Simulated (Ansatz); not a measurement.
Calculated core-electron binding energies for CdI2

Cell: a structure deposited in the COD, its atoms then relaxed with PBE in this cell, repeated to a supercell; a hole's nearest image is 6.9 Å away.

Space group P-3m1 (No. 164); a = 4.2440, c = 6.8590 Å, γ = 120.00°.

| site | Wyckoff | site symmetry | x | y | z |
| --- | --- | --- | --- | --- | --- |
| Cd1 | 1a | -3m. | 0.0000 | 0.0000 | 0.0000 |
| I4 | 2d | 3m. | 0.6667 | 0.3333 | 0.2525 |

One atom of each set is listed; the run and its k-mesh use a cell of 9 atoms with edges of 7.35, 7.35, 6.86 Å.

The numbers come from a DFT calculation in Ansatz (PBE, plane waves and PAW, scalar-relativistic, 420 eV cutoff, Γ-centred 3×3×3 k-points, fixed occupations).

Each value is a total-energy difference between the cell with one core hole and the ground state (ΔSCF), counted from the top of the valence band. The cell with the hole is spin-polarised, as the shell with the hole is left with one unpaired spin. The periodic images are corrected with the calculated ε∞ = 5.69, 5.69, 4.86.

Q: Give the Cd 3d, I 3d lines of each distinct site.

A: 

```csv
line,atom,first shell,E_B (eV),j = l + ½ / j = l − ½ (eV)
Cd 3d,1,6 I at 3.00 Å,403.8,401.1 / 407.9
I 3d,4,3 Cd at 3.00 Å,618.0,613.5 / 624.9
```

For p, d and f shells E_B is the weighted mean of the two lines, whose splitting comes from the free atom's Dirac orbitals.

The program doubts some values: the cell is too small to check the potential alignment. Absolute PBE values can be off by an eV or more, and the 3d and 4f lines of heavy atoms by several eV. Multiplets, satellites and widths aren't calculated.

Hardware: 1 thread of Intel Xeon Platinum 8375C CPU @ 2.90GHz (Ice Lake) (x86_64; 48 cores open to the job, memory cap 3.0 GiB, no GPU), a shared host with a load of 0.5 a core. Wall time 89 s, CPU time 87 s, peak memory 0.98 GiB.
